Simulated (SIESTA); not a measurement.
# GaN under changes of volume

One of the cells (11.444 Å³/atom); the others are scaled copies at fixed shape and fractional positions:

```
CELL_PARAMETERS angstrom
0.00000 2.25350 2.25350
2.25350 0.00000 2.25350
2.25350 2.25350 0.00000
ATOMIC_POSITIONS crystal
Ga 0.00000 0.00000 0.00000
N 0.25000 0.25000 0.25000
```

The cell is a database's computed one.

```yaml
Program: SIESTA 5.4.2
Functional: LDA
Potentials_or_basis: PseudoDojo 0.4 standard (LDA files)
Basis: DZP (energy shift 0.003 Ry; two zetas on semicore shells)
Grid_cutoff: 800 Ry
Energy_shift: 0.003 Ry
k_mesh: 10 × 10 × 10
Occupations: fermi-dirac, width 0.05 eV
Spin: no spin polarisation
```

```csv
volume (Å³/atom),energy over the lowest point (meV/atom),pressure (GPa),gap on the mesh (eV)
10.757,?,?,?
10.986,2.45,4.0,2.15
11.215,0.00,-0.4,2.01
11.444,3.45,-4.4,1.88
11.673,12.19,-7.8,1.74
11.902,25.60,-10.9,1.61
12.131,43.18,-13.6,1.48
```

**Question.** What does the run at 10.757 Å³/atom give?

**Answer.** Energy over the lowest point 11.60 meV/atom; pressure 8.9 GPa; gap on the mesh 2.30 eV.

Worked out: A Birch-Murnaghan fit of order 3 (a polynomial in V^(-2/3)) to the other rows has its minimum at 11.19 Å³/atom with B0 = V·E''(V) = 205 GPa and B' = 4.7. It gives 11.56 meV/atom at 10.757 Å³/atom, against the run's 11.60, and -dE/dV = 8.9 GPa, against 8.9. A straight line through the other rows of the gap, of slope -6.76 eV per unit of ln V (its deformation potential), extrapolates to 2.29 eV, against the run's 2.30.

Energies are extrapolated to zero smearing.

Caveats: the basis of atomic orbitals isn't converged, which shifts pressures, moduli and gaps.

A mesh can miss the band edges. Spin-orbit coupling on Ga is left out.
